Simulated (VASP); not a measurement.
Li (a cell with a defect): single point with PBE

The system is Li (a cell with a defect).

```xyz
17
Lattice="6.9800 0.0000 0.0000 0.0000 6.9800 0.0000 0.0000 0.0000 6.9800" Properties=species:S:1:pos:R:3 pbc="T T T"
Li   -0.0384   -0.1417    0.1819
Li    3.5432    0.0108    0.0912
Li    0.3059    3.5824   -0.2619
Li    0.0864   -0.0550    3.5073
Li    1.6592    1.8360    1.7057
Li    3.4742    3.4154   -0.0538
Li    3.0824    0.7037    3.8585
Li    5.3273    1.7449    1.7841
Li    0.1119    3.4949    3.6362
Li    1.8276    5.2152    1.7944
Li    1.5156    1.6407    5.5593
Li    3.5244    3.4762    3.5898
Li    5.6648    4.5263    1.3793
Li    5.3610    1.7093    5.3320
Li    1.9336    5.3742    5.2004
Li    5.2529    5.2790    5.3275
Li    4.4558    6.0912    2.7225
```

The cell was built by a generator and needn't be a form met in nature.

```json
{"Program": "VASP 6.6.1", "Task": "single point", "Functional": "PBE", "Potentials or basis": "VASP PAW PBE potentials, release 64 (Li_sv)", "Cutoff": "520 eV", "k mesh": "3 × 3 × 3", "Occupations": "fermi-dirac, width 0.15 eV", "Spin": "no spin polarisation"}
```

The largest force is 0.015 eV/Å and the band gap on the k mesh is none (metal or under the smearing width).

Forces in eV/Å, atoms in the order of the input:
```
Li   0.000 -0.002  0.002
Li   0.002 -0.009  0.011
Li   0.000 -0.006 -0.001
Li  -0.004 -0.002  0.002
Li   0.006 -0.001  0.002
Li   0.002 -0.001  0.005
Li  -0.004  0.001  0.014
Li  -0.002  0.004 -0.001
Li   0.000 -0.003 -0.003
Li   0.002  0.007  0.004
Li   0.000  0.003  0.003
Li  -0.003 -0.001  0.000
Li   0.007 -0.005 -0.012
Li  -0.003  0.001 -0.008
Li  -0.001  0.002 -0.004
Li  -0.001  0.006 -0.011
Li  -0.002  0.005 -0.002
```

Levels at points of the mesh, in eV from the Fermi level:
| k point | band 21 | band 22 | band 23 | band 24 | band 25 | band 26 | band 27 | band 28 | band 29 | band 30 |
| --- | --- | --- | --- | --- | --- | --- | --- | --- | --- | --- |
| (0.00, 0.00, 0.00) | -1.20 | -1.19 | -1.18 | -1.16 | -0.01 | 0.02 | 0.33 | 0.35 | 0.37 | 0.38 |

It took 7.1 min on 1 thread of Intel(R) Xeon(R) Platinum 8488C (Sapphire Rapids), with other jobs on the host, peak memory 0.42 GiB.
